**Question**

I built 34 Wannier functions for SnO₂ by projecting the bands onto atom-like starting orbitals, with no localisation steps afterwards. The function centres are fractions of the cell edges.

Calculated values. Wannier functions of SnO₂ (P4₂/mnm, a = b = 4.738 Å, c = 3.186 Å) from GPAW 26.7.0 and Wannier90 3.1.0, projected without localisation steps. The bands come from plane-wave PAW DFT with the RPBE functional, an 800 eV cutoff and a 3×3×4 k mesh, without spin polarisation or spin–orbit coupling.

```tsv
row	function a (fractional)	function b (fractional)	function c (fractional)	function spread (angstrom^2)
1	0.500	0.500	0.500	1.530
2	0.500	0.500	0.500	2.234
3	0.500	0.500	0.500	2.209
4	0.500	0.500	0.500	2.234
5	0.500	0.500	0.500	0.217
6	0.500	0.500	0.500	0.214
7	0.500	0.500	0.500	0.217
8	0.500	0.500	0.500	0.214
9	0.500	0.500	0.500	0.194
10	0.000	0.000	0.000	1.530
11	0.000	0.000	0.000	2.234
12	0.000	0.000	0.000	2.209
13	0.000	0.000	0.000	2.234
14	0.000	0.000	0.000	0.217
15	0.000	0.000	0.000	0.214
16	0.000	0.000	0.000	0.217
17	0.000	0.000	0.000	0.214
18	0.000	0.000	0.000	0.194
19	0.807	0.193	0.500	0.506
20	0.808	0.194	0.500	0.761
21	0.809	0.191	0.500	0.714
22	0.806	0.192	0.500	0.761
23	0.693	0.693	0.000	0.506
24	0.692	0.694	0.000	0.761
25	0.691	0.691	0.000	0.714
26	0.694	0.692	0.000	0.761
27	0.193	0.807	0.500	0.506
28	0.192	0.806	0.500	0.761
29	0.191	0.809	0.500	0.714
30	0.194	0.808	0.500	0.761
31	0.307	0.307	0.000	0.506
32	0.308	0.306	0.000	0.761
33	0.309	0.309	0.000	0.714
34	0.306	0.308	0.000	0.761
```

1. Which function belongs to which atom and orbital?
2. Why do functions on the same Sn atom differ so much in spread?
3. Why do the O functions lie in between?
4. Is each function an electron pair?
5. Do the centres tell me whether the bonds are ionic, and would localisation steps change them?
6. Which digits can I trust? Is the difference between rows 2 and 3 real?

**Answer**

**1.** The centres name the atoms: rows 1–9 and 10–18 sit on the two Sn atoms, and the remaining rows form four sets of four on O. The orbital types have to be inferred. Nine functions on Sn fit one s, three p and five d, and four on O fit one s and three p. The pattern of equal spreads agrees, so I read row 2 as Sn p, row 5 as Sn d and row 32 as O p.

**2.** The spread is $\Omega=\langle r^2\rangle-\langle \mathbf r\rangle^2$, so its square root is a kind of radius. That radius is about 1.5 Å for row 2 but under 0.5 Å for row 5, although both functions share a nucleus. The reason is the shell structure of tin. The 4d electrons lie inside the outer shell and feel a strong, poorly screened nuclear charge. The 5s and 5p orbitals lie outside and are weakly bound, 5p more weakly than 5s. In the crystal they also acquire tails on the neighbours, because Wannier functions must be orthogonal to each other.

**3.** Oxygen's 2s and 2p form its outer shell, but with principal quantum number 2 that shell is compact. Hence row 32, with 0.761 Å², is wider than any Sn d function and narrower than any Sn s or p function. Within oxygen, 2s penetrates closer to the nucleus and is bound more deeply than 2p, which makes it the smaller of the two. The same two questions, which shell it is and how tightly it is held, give a first guess for other oxides.

**4.** No. The 52 valence electrons fill 26 bands, which nominally come from ten Sn 4d, four O 2s and twelve O 2p orbitals. The other eight functions match the Sn 5s and 5p orbitals, which are nominally empty in Sn(IV). Row 2 is therefore no filled shell, but mainly a building block for the conduction bands. The other functions are not exact pairs either. Covalent mixing puts some Sn 5s and 5p character into the filled bands, so the O functions hold somewhat less than two electrons each on average. The Sn s functions matter when SnO₂ serves as a transparent contact: added electrons enter the bottom of the conduction band, which is known to be largely Sn 5s with some oxygen character. The table itself does not show this.

**5.** The centres do not measure ionicity. Each Sn site is a centre of inversion, so an s, p or d function there is centred on the nucleus whatever the bonding. An O site has no such symmetry, yet its p centres stay within about 0.01 Å of the s centre, because atom-like functions were asked for.

Localisation steps could change this without changing the electron density. Mixing s and p on one atom leaves the sum of their $\langle r^2\rangle$ unchanged, but the resulting hybrids point outwards and their centres leave the nucleus. The subtracted term $\langle \mathbf r\rangle^2$ then grows, and the total spread falls. Single entries may still rise: a compact s function becomes wider when it takes in p character.

**6.** The order of the groups is safer than the third digit. Rows related by symmetry, such as 2 and 11, agree to every printed digit, but they share the same mesh error. The spread is obtained from overlaps between neighbouring k points a step $b$ apart. For a Gaussian-like function whose true spread along one axis is $s$, this gives

$$\frac{1-e^{-b^2s}}{b^2}\approx s-\frac{b^2s^2}{2},$$

which is too small by the fraction $b^2s/2$.

For row 2, a third of the spread gives $s\approx0.74$ Å², and the mesh has $b^2\approx0.21$ Å⁻² on average. The shortfall is then $0.21\times0.74/2\approx0.08$, or roughly a tenth of the spread. For row 5 it is below one hundredth. A finer mesh should therefore enlarge the wide functions most and leave the order of the groups intact. The wide Sn functions also depend on which empty bands were admitted to the projection, and a single run cannot test that.

Rows 2 and 3 differ by only 0.025 Å². By symmetry, row 3 should be the p function along c, where the k-point step differs from that along a. An atom-like p function has three fifths of its spread along its own axis and one fifth along each of the others. By this rough estimate, the unequal steps alone would make row 3 smaller than row 2 by about 0.04 Å². That is the printed order and a similar size, so I would give the difference no chemical meaning. The same estimate yields only about a tenth of the O p difference between rows 32 and 33, whose cause remains open. Nothing was fitted in this estimate; the output below lists it with the group means.

Numerical output:

```
mean spread of Sn d functions (angstrom^2): 0.2112
mean spread of O s functions (angstrom^2): 0.506
mean spread of O p functions (angstrom^2): 0.7453
mean spread of Sn s functions (angstrom^2): 1.53
mean spread of Sn p functions (angstrom^2): 2.226
root of mean spread, Sn d (angstrom): 0.4596
root of mean spread, O s (angstrom): 0.7113
root of mean spread, O p (angstrom): 0.8633
root of mean spread, Sn s (angstrom): 1.237
root of mean spread, Sn p (angstrom): 1.492
number of functions: 34
number of filled bands: 26
functions beyond the filled bands: 8
number of Sn s and Sn p functions: 8
share of Sn s and Sn p functions in the total spread (percent): 55.65
ratio of mean spreads, Sn p to Sn d: 10.54
ratio of mean spreads, O p to O s: 1.473
ratio of mean spreads, Sn s to O s: 3.024
distance of centres, row 10 to row 31 (angstrom): 2.057
distance of centres, row 1 to row 31 (angstrom): 2.052
distance of centres, row 33 to row 31 (angstrom): 0.0134
estimated shortfall from the mesh, Sn p (percent, order of magnitude): 7.838
estimated shortfall from the mesh, Sn d (percent, order of magnitude): 0.7438
Sn p split in the table, row 2 less row 3 (angstrom^2): 0.025
Sn p split estimated from unequal mesh steps alone (angstrom^2): 0.03779
O p split in the table, row 32 less row 33 (angstrom^2): 0.047
O p split estimated from unequal mesh steps alone (angstrom^2): 0.004238
Sn d difference, row 5 less row 9 (angstrom^2): 0.023
```
